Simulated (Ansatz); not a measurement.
# Electric field gradients in InSe

Level of theory: Ansatz, DFT PBEsol, scalar-relativistic, plane waves, PAW. Plane waves to 420 eV; Γ-centred k mesh 8×8×6; fixed occupations. No spin polarisation.

Equilibrium structure at this level:
```
In Se
1.0
     5.87460   -2.05531   -0.00539
     5.87460    2.05531   -0.00539
    -1.60509    0.00000    4.27203
In Se
2 2
Direct
  0.88580 0.88580 0.02906
  0.11420 0.11420 0.97094
  0.65471 0.65471 0.63743
  0.34529 0.34529 0.36257
```

Spin–orbit coupling is left out, which matters for gradients at heavy nuclei.

Question: Give V_zz (10²¹ V/m²) and the asymmetry η at each distinct site.

Answer:
```
       atom V_zz     η
In (atom 1)  -13.44  0.26
Se (atom 3)   -5.95  0.57
```

This form isn't the usual stable structure of the compound.